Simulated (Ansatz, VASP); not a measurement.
Na: VASP beside Ansatz

```xyz
8
Lattice="6.6367 0.0000 0.0000 0.0000 6.6367 0.0000 0.0000 0.0000 6.6367" Properties=species:S:1:pos:R:3 pbc="T T T"
Na    0.0000    6.6367    0.0000
Na    3.3183    3.3183    3.3183
Na    1.6592    0.0000    3.3183
Na    4.9775    0.0000    3.3183
Na    3.3183    1.6592    0.0000
Na    3.3183    4.9775    0.0000
Na    6.6367    3.3183    1.6592
Na    6.6367    3.3183    4.9775
```

Alike in both runs: functional PBEsol; k mesh 4 × 4 × 4; occupations fermi-dirac, width 0.1 eV; no spin polarisation.

Ansatz relaxed the structure, and its values are those at the end. VASP's run is a single point on that final structure, the one shown.

|  | VASP | Ansatz |
| --- | --- | --- |
| version | VASP 6.6.1 | Ansatz 0.2.0 |
| potentials or method | VASP PAW PBE potentials, release 64 (Na_pv) | plane waves (420 eV) with PAW, scalar-relativistic |
| plane-wave cutoff (eV) | 520 | 420 |
| valence electrons in the cell | 56 | 72 |

```tsv
	VASP	Ansatz	Ansatz less VASP
pressure (GPa)	0.0	0.0	0.00
```

With one functional, cell and mesh, what is left measures potentials, basis and numerics. The two sets of potentials don't hold the same shells in valence. Ansatz warned: «pseudo_functional_mismatch».

Caveats: the PAW data sets were made with another functional, which shifts forces and pressure a little (VASP).
